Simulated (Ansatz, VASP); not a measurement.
# One calculation of Be2C, two programs

```xyz
3
Lattice="0.0000 2.1642 2.1642 2.1642 0.0000 2.1642 2.1642 2.1642 0.0000" Properties=species:S:1:pos:R:3 pbc="T T T"
Be    1.0821    1.0821    1.0821
Be    3.2464    3.2464    3.2464
C     0.0000    0.0000    0.0000
```

Alike in both runs: task relaxation of cell and atoms; functional PBEsol; k mesh 12 × 12 × 12; occupations gaussian, width 0.02 eV; no spin polarisation.

|  | VASP | Ansatz |
| --- | --- | --- |
| version | VASP 6.6.1 | Ansatz 0.2.0 |
| potentials or method | VASP PAW PBE potentials, release 64 (Be, C) | scalar-relativistic, plane waves, PAW |
| plane-wave cutoff (eV) | 600 | 420 |
| valence electrons in the cell | 8 | 8 |

VASP gave:

* gap on the k mesh at the Fermi level, each at its own relaxed structure (eV): 1.06
* relaxed volume (Å³/atom): 6.69
* relaxed cell length with the largest relative difference (Å): 3.051

Q: Which values does Ansatz return?

A: gap on the k mesh at the Fermi level, each at its own relaxed structure (eV): 1.08; relaxed volume (Å³/atom): 6.68; relaxed cell length with the largest relative difference (Å): 3.048.

Caveats: the PAW data sets were made with another functional, which shifts forces and pressure a little (VASP). A k mesh can miss the band edges. As with any semilocal functional, this PBEsol gap is likely too small.
